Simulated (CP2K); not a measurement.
Runs of CP2K 2026.2 on TiSi2. The structure is orthorhombic, space group Immm (No. 71). Conventional cell: a = 2.946 Å, b = 3.424 Å, c = 8.424 Å, α = 90.00°, β = 90.00°, γ = 90.00°. Ti (site symmetry mmm) is surrounded by 10 Si at 2.67 to 2.78 Å and 2 Ti at 2.95 Å. Si (site symmetry mm2) is surrounded by 7 Si at 2.63 to 2.95 Å and 5 Ti at 2.67 to 2.78 Å. The cell comes from a database or a generator and needn't be the stable form of this composition.

```csv
level,potentials or basis,smearing,EPS_DEFAULT,NGRIDS,points a segment of the path (NPOINTS),bands added on the path,CUTOFF of the grids,gap on the mesh (eV),pressure (GPa),largest force (eV/Å)
r2SCAN,"POTENTIAL_UZH Ti GTH-SCAN-q12, Si GTH-SCAN-q4; TZVP-MOLOPT-SCAN-GTH basis",fermi-dirac 0.01 eV,1.0E-9,4,10,4,675 Ry,none,-2.1,0.02
SCAN,"POTENTIAL_UZH Ti GTH-SCAN-q12, Si GTH-SCAN-q4; TZVP-MOLOPT-SCAN-GTH basis",fermi-dirac 0.05 eV,1.0E-9,5,6,2,675 Ry,none,(b),0.04
TASK,"POTENTIAL_UZH Ti GTH-SCAN-q12, Si GTH-SCAN-q4; TZVP-MOLOPT-SCAN-GTH basis",fermi-dirac 0.05 eV,1.0E-10,5,8,2,675 Ry,none,2.5,0.12
LDA,"GTH_POTENTIALS Ti GTH-PADE-q12, Si GTH-PADE-q4; TZVP-MOLOPT-PBE-GTH basis",fermi-dirac 0.0259 eV,1.0E-9,5,8,2,450 Ry,none,(a),0.12
```

Alike in all rows: task band structure; no spin polarisation; cell as given; k mesh 12 × 12 × 12.

Q: Fill in the values left out.

A: (a) -6.9; (b) -1.1.

Caveats: the basis of atomic orbitals isn't converged, which shifts pressures, moduli and gaps; the potentials were made for another functional, which shifts forces and pressure (some runs).

A k mesh can miss the band edges.

A gap of «none» marks a metal or a gap under the smearing width.

Not every run made on this cell is shown here.
